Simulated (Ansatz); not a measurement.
Input and command of a plane-wave DFT calculation in Ansatz:

```yaml
crystal:
  lattice:
    - [2.5115635517, 0.0, 0.0]
    - [-1.2557817758, 2.175077839, 0.0]
    - [0.0, 0.0, 4.1803567988]
  atoms:
    - { symbol: C, position: [0.2468649703, 0.6234324851, 0.0464588537] }
    - { symbol: C, position: [0.6666666667, 0.3333333333, 0.5627318025] }
    - { symbol: C, position: [0.3333333333, 0.6666666667, 0.4372681975] }
    - { symbol: C, position: [0.6666666667, 0.3333333333, 0.9372681975] }
basis:
  ecutwfc: 420
kpoints:
  mp_grid: { grid: [12, 12, 6] }
hamiltonian:
  xc: pbe
scf:
  occupations: { method: gaussian, width: 0.05 }
output:
  forces: true
  stress: true
  eigenvalues: true
```

```bash
ansatz run input.yaml --threads 1 --pin off --max-ram 2560MiB --backend cpu --events-out ev --progress --plain --runs-dir out
```

Processor: Intel(R) Xeon(R) 6975P-C (Granite Rapids), 1 thread, on a host shared with other jobs.

Problem. Estimate time, memory and problem size.

Solution. About 3 s on 1 thread of Intel(R) Xeon(R) 6975P-C (Granite Rapids) (shared host), peak memory 0.41 GiB. It solves 12 bands at 242 k points (the mesh reduced by symmetry) with about 427 plane waves, in 6 SCF iterations.
